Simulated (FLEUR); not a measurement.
# Au (Cmcm) in FLEUR: further runs, part 2 of 2

FLEUR MaX-R8.1 (later development tree). Earlier steps stand in the parts before.

**5. Equation of state, SCAN, 17.65 Å³/atom**

The input, inp.xml:

```xml
<?xml version="1.0" encoding="UTF-8" standalone="no"?>
<fleurInput fleurInputVersion="0.39">
   <comment>
      Au                                                                                                  
   </comment>
   <calculationSetup>
      <cutoffs Kmax="4.1" Gmax="12.7" GmaxXC="12.7" numbands="0"/>
      <scfLoop itmax="80" minDistance="0.0001" maxIterBroyd="30" imix="Anderson" alpha="0.05" precondParam="0.0" spinf="2.0" sdNocoIR="T"/>
      <coreElectrons ctail="F" frcor="F" kcrel="0" coretail_lmax="0"/>
      <xcFunctional name="LibXC" relativisticCorrections="F">
         <LibXCName exchange="mgga_x_scan" correlation="mgga_c_scan"/>
         <AuxGGA exchange="117" correlation="130"/>
      </xcFunctional>
      <magnetism jspins="1"/>
      <soc l_soc="F" theta="0.0" phi="0.0" spav="F"/>
      <expertModes spex="0" secvar="F"/>
      <geometryOptimization l_f="F" forcealpha="1.0" forcemix="BFGS" epsdisp="0.00001" epsforce="0.00001"/>
      <ldaU l_linMix="F" mixParam="0.05" spinf="1.0"/>
   </calculationSetup>
   <cell>
      <bzIntegration valenceElectrons="38.0" mode="hist" fermiSmearingEnergy="0.00183747">
         <kPointListSelection listName="default-1"/>
         <!-- k-points included here -->
         <xi:include xmlns:xi="http://www.w3.org/2001/XInclude" href="kpts.xml"> </xi:include>
      </bzIntegration>
      <!-- symmetry operations included here -->
      <xi:include xmlns:xi="http://www.w3.org/2001/XInclude" href="sym.xml"> </xi:include>
      <bulkLattice scale="1.0000000000">
         <bravaisMatrix>
            <row-1>    2.6669893107688116    -4.8300134100704044     0.0000000000000000</row-1>
            <row-2>    2.6669893107688116     4.8300134100704044     0.0000000000000000</row-2>
            <row-3>    0.0000000000000000     0.0000000000000000     9.2467504441157935</row-3>
         </bravaisMatrix>
      </bulkLattice>
   </cell>
   <atomSpecies>
      <species name="Gold (Au)" element="Au" atomicNumber="79">
         <mtSphere radius="2.4" gridPoints="817" logIncrement="0.016"/>
         <atomicCutoffs lmax="10" lnonsphr="10"/>
         <electronConfig flipSpins="F">
            <coreConfig>(1s1/2) (2s1/2) (2p1/2) (2p3/2) (3s1/2) (3p1/2) (3p3/2) (4s1/2) (3d3/2) (3d5/2) (4p1/2) (4p3/2) (4d3/2) (4d5/2) (4f5/2) (4f7/2)</coreConfig>
            <valenceConfig>(5s1/2) (5p1/2) (5p3/2) (6s1/2) (5d3/2) (5d5/2)</valenceConfig>
            <stateOccupation state="(6s1/2)" spinUp="0.500000" spinDown="0.500000"/>
         </electronConfig>
         <energyParameters s="6" p="6" d="5" f="5"/>
         <lo type="SCLO" l="0" n="5" eDeriv="0"/>
         <lo type="SCLO" l="1" n="5" eDeriv="0"/>
         <lo type="SCLO" l="1" n="5" eDeriv="1"/>
         <lo type="SCLO" l="2" n="5" eDeriv="2"/>
         <lo type="SCLO" l="3" n="5" eDeriv="2"/>
      </species>
   </atomSpecies>
   <atomGroups>
      <atomGroup species="Gold (Au)">
         <relPos label="                   1">.3346720300 -.3346720300 1.000/4.000</relPos>
         <relPos label="                   2">-.3346720300 .3346720300 -1.000/4.000</relPos>
         <force calculate="T" relaxXYZ="TTT"/>
      </atomGroup>
   </atomGroups>
   <output dos="F" band="F" slice="F">
      <checks vchk="F" cdinf="F"/>
      <bandDOS minEnergy="-.5*Htr" maxEnergy="0.5*Htr" sigma="0.015" storeEVData="T"/>
      <vacuumDOS vacdos="F" integ="F" star="F" nstars="0" locx1="0.0" locy1="0.0" locx2="0.0" locy2="0.0" nstm="0" tworkf="0.0"/>
      <unfoldingBand unfoldBand="F" supercellX="1" supercellY="1" supercellZ="1"/>
      <plotting iplot="0" polar="F">
         <plot TwoD="T" vec1="  1.0  0.0  0.0" vec2="  0.0  1.0  0.0" vec3="  0.0  0.0  1.0" zero="  0.0  0.0  0.0" file="plot"/>
      </plotting>
      <chargeDensitySlicing numkpt="0" minEigenval="0.0" maxEigenval="0.0" nnne="0" pallst="F"/>
      <specialOutput eonly="F"/>
      <moessbauerParams electricFieldGradient="T" isomerShift="T" coreHyperfine="T" valenceHyperfine="T"/>
      <magneticCircularDichroism mcd="F" energyLo="-10.0" energyUp="0.0"/>
   </output>
  <!-- We include the file relax.xml here to enable relaxations (see documentation) -->
  <xi:include xmlns:xi="http://www.w3.org/2001/XInclude" href="relax.xml"> <xi:fallback/> </xi:include>
</fleurInput>
```

Command:

```bash
$ inpgen -f crystal.txt -profile fastHighL
$ # inp.xml edited to the form shown
$ fleur_MPI
```

Run time: 1.8 min. Hardware: 1 thread of Arm Neoverse V2, shared host; peak memory 0.1 GiB.

Results (log left out):

```yaml
Free_energy: -1036590.6117 eV
Band_gap_on_the_k_mesh: none (metal or under the smearing width)
Valence_electrons_inside_the_program's_atomic_spheres: Au 17.11 (radii Au 2.4 bohr)
```

Caveat: the meta-GGA is that of a development version, with a GGA for the radial functions and cores and without core tails.

**6. Equation of state, SCAN, 18.36 Å³/atom (volume scaled by 1.04)**

Changes to inp.xml since step 5:

```diff
@@ -27,3 +27,3 @@
       <xi:include xmlns:xi="http://www.w3.org/2001/XInclude" href="sym.xml"> </xi:include>
-      <bulkLattice scale="1.0000000000">
+      <bulkLattice scale="1.0131594038">
          <bravaisMatrix>
```

Potentials or basis: all-electron, FLAPW.

Command:

```bash
$ inpgen -f crystal.txt -profile fastHighL
$ # inp.xml edited to the form shown
$ fleur_MPI
```

It took 1.9 min on 1 thread of Arm Neoverse V2, shared host; peak memory 0.1 GiB.

The run converged. Its results:

- Free energy: -1036590.5554 eV
- Band gap on the k mesh: none (metal or under the smearing width)
- Valence electrons inside the program's atomic spheres: Au 17.08 (radii Au 2.4 bohr)

Caveat: the meta-GGA is that of a development version, with a GGA for the radial functions and cores and without core tails.

**7. Equation of state, SCAN, 18.71 Å³/atom (volume scaled by 1.06)**

Changes to inp.xml since step 6:

```diff
@@ -27,3 +27,3 @@
       <xi:include xmlns:xi="http://www.w3.org/2001/XInclude" href="sym.xml"> </xi:include>
-      <bulkLattice scale="1.0131594038">
+      <bulkLattice scale="1.0196128224">
          <bravaisMatrix>
```

Command:

```bash
$ inpgen -f crystal.txt -profile fastHighL
$ # inp.xml edited to the form shown
$ fleur_MPI
```

It took 1.9 min on 1 thread of Arm Neoverse V2, shared host; peak memory 0.1 GiB.

The run converged. Its results:

```yaml
Free_energy: -1036590.5126 eV
Band_gap_on_the_k_mesh: none (metal or under the smearing width)
Valence_electrons_inside_the_program's_atomic_spheres: Au 17.07 (radii Au 2.4 bohr)
```

Caveat: the meta-GGA is that of a development version, with a GGA for the radial functions and cores and without core tails.

**8. Equation of state, SCAN**

No new run: the results of the series are fitted here.

What came out:

```yaml
Equilibrium_volume: 17.22 Å³/atom
Bulk_modulus_at_fixed_shape_and_positions: 164 GPa
```

Energy against volume, from the lowest point:
```
volume (Å³/atom)  energy (meV/atom)
          16.592              10.36
          16.945               0.00
          17.651               2.82
          18.357              30.95
          18.710              52.37
```

Caveat: the meta-GGA is that of a development version, with a GGA for the radial functions and cores and without core tails; the cell was scaled at fixed shape and fractional positions, which overstates the stiffness of a crystal with free parameters, most of all of layers and chains. Spin-orbit coupling is left out, which matters for the levels of Au.
